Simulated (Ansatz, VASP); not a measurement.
CsSnI3 in VASP and in Ansatz

INCAR

```
SYSTEM = CsSnI3
ALGO     = Normal         ! electronic algorithm
EDIFF    = 1E-6           ! SCF threshold, eV
ENCUT    = 520            ! plane-wave cutoff, eV
GGA      = PE             ! functional
ISIF     = 2              ! what is computed and relaxed
ISMEAR   = 0              ! smearing method
LASPH    = .True.         ! aspherical terms in the spheres
LCHARG   = .False.        ! write CHGCAR
LREAL    = .False.        ! projectors in reciprocal space
LWAVE    = .False.        ! write WAVECAR
NBANDS   = 30             ! bands
NELM     = 100            ! most SCF steps
PREC     = Accurate       ! precision mode
SIGMA    = 0.013000000000000001 ! smearing width, eV
```

File KPOINTS:

```
k-points
0
Gamma
  5 5 5
  0 0 0
```

Contents of POSCAR:

```
CsSnI3
1.0
    6.2057000000      0.0000000000      0.0000000000
    0.0000000000      6.2057000000      0.0000000000
    0.0000000000      0.0000000000      6.2057000000
Cs I Sn
1 3 1
Direct
    0.0000000000      0.0000000000      0.0000000000
    0.5000000000      0.5000000000      0.0000000000
    0.5000000000      0.0000000000      0.5000000000
    0.0000000000      0.5000000000      0.5000000000
    0.5000000000      0.5000000000      0.5000000000
```

The input input.yaml:

```yaml
crystal:
  lattice:
    - [6.2057, 0.0, 0.0]
    - [0.0, 6.2057, 0.0]
    - [0.0, 0.0, 6.2057]
  atoms:
    - { symbol: Cs, position: [0.0, 0.0, 0.0] }
    - { symbol: I, position: [0.5, 0.5, 0.0] }
    - { symbol: I, position: [0.5, 0.0, 0.5] }
    - { symbol: I, position: [0.0, 0.5, 0.5] }
    - { symbol: Sn, position: [0.5, 0.5, 0.5] }
hamiltonian:
  xc: pbe
  pseudopotentials: { kind: paw }
kpoints:
  mp_grid: { grid: [5, 5, 5] }
scf:
  occupations: { method: gaussian, width: 0.013 }
output:
  forces: true
  stress: true
  eigenvalues: true
```

Alike in both runs: task single point; functional PBE; k mesh 5 × 5 × 5; occupations gaussian, width 0.013 eV; no spin polarisation.

|  | VASP | Ansatz |
| --- | --- | --- |
| version | VASP 6.6.1 | Ansatz 0.2.0 |
| potentials or method | VASP PAW PBE potentials, release 64 (Cs_sv, I, Sn_d) | Ansatz PAW |
| plane-wave cutoff (eV) | 520 | 420 |
| valence electrons in the cell | 44 | 74 |

```tsv
	VASP	Ansatz	Ansatz less VASP
gap on the k mesh at the Fermi level (eV)	1.75	1.75	+0.004
least direct gap on the mesh (eV)	1.75	1.75	+0.004
pressure (GPa)	0.5	0.5	0.00
```

With one functional, cell and mesh, what is left measures potentials, basis and numerics. The two sets of potentials don't hold the same shells in valence.

Caveats: spin-orbit coupling is left out, which moves the levels of the heavy elements; an odd mesh through Γ misses points on the zone boundary, where band edges often lie (VASP); odd divisions of the mesh miss points on the zone boundary, where band edges often lie, so the gap on the mesh can be too wide (Ansatz).
